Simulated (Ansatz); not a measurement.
# CdI2: the cost of one run

Method: DFT PBE+D3(BJ), scalar-relativistic, plane waves, PAW, in Ansatz 0.2.0.

## Step 1: The system as given

Symmetry: P-3m1, No. 164, trigonal system. The conventional cell has a = 4.286 Å, b = 4.286 Å, c = 29.107 Å, α = 90.00°, β = 90.00°, γ = 120.00°. Cd (site symmetry -3m) has 6 I at 3.01 Å in its first shell of neighbours. Around Cd (site symmetry 3m) lie 6 I at 3.01 to 3.02 Å. Around I (site symmetry 3m) lie 3 Cd at 3.01 Å. I (site symmetry 3m) has 3 Cd at 3.02 Å in its first shell of neighbours.

Coordinates:

```
Cd I
1.0
     4.28623    0.00000    0.00000
    -2.14311    3.71198    0.00000
     0.00000    0.00000   29.10699
Cd I
4 8
Direct
  0.00000 0.00000 0.00000
  0.66667 0.33333 0.74995
  0.33333 0.66667 0.25005
  0.00000 0.00000 0.50000
  0.00000 0.00000 0.30917
  0.66667 0.33333 0.44110
  0.00000 0.00000 0.69083
  0.33333 0.66667 0.55890
  0.33333 0.66667 0.80913
  0.66667 0.33333 0.94110
  0.66667 0.33333 0.19087
  0.33333 0.66667 0.05890
```

The structure comes from the Materials Project (structure only).

(A quick probe on a coarse mesh, which set the mesh and smearing, is not shown.)

## Step 3: Full relaxation

input.yaml reads:

```yaml
crystal:
  lattice:
    - [4.2862280072, 0.0, 0.0]
    - [-2.1431140036, 3.7119823406, 0.0]
    - [0.0, 0.0, 29.10699078]
  atoms:
    - { symbol: Cd, position: [0.0, 0.0, 0.0] }
    - { symbol: Cd, position: [0.66666667, 0.33333333, 0.74994659] }
    - { symbol: Cd, position: [0.33333333, 0.66666667, 0.25005341] }
    - { symbol: Cd, position: [0.0, 0.0, 0.5] }
    - { symbol: I, position: [0.0, 0.0, 0.30916941] }
    - { symbol: I, position: [0.66666667, 0.33333333, 0.44109754] }
    - { symbol: I, position: [0.0, 0.0, 0.69083059] }
    - { symbol: I, position: [0.33333333, 0.66666667, 0.55890246] }
    - { symbol: I, position: [0.33333333, 0.66666667, 0.80913364] }
    - { symbol: I, position: [0.66666667, 0.33333333, 0.94110254] }
    - { symbol: I, position: [0.66666667, 0.33333333, 0.19086636] }
    - { symbol: I, position: [0.33333333, 0.66666667, 0.05889746] }
basis:
  ecutwfc: 420
kpoints:
  mp_grid: { grid: [6, 6, 1] }
hamiltonian:
  xc: pbe
  dispersion: d3bj
scf:
  occupations: { method: gaussian, width: 0.02 }
output:
  forces: true
  stress: true
  eigenvalues: true
  write_density: true
  write_potential: true
  elf: true
  volumetric_format: npy
relax:
  adjacent_minimum: "off"
  f_tol: 0.005
  max_steps: 80
  cell: { stress_tol: 0.05 }
```

The run is started by

```sh
$ ansatz run input.yaml --threads 1 --pin off --max-ram 3072MiB --backend cpu --events-out ev --progress --plain --runs-dir out
```

**Question.** How long does this run take on 1 thread of Intel Xeon Platinum 8488C (Sapphire Rapids), shared host, and how much memory does it need?

About 2 min, with a peak of 0.92 GiB.
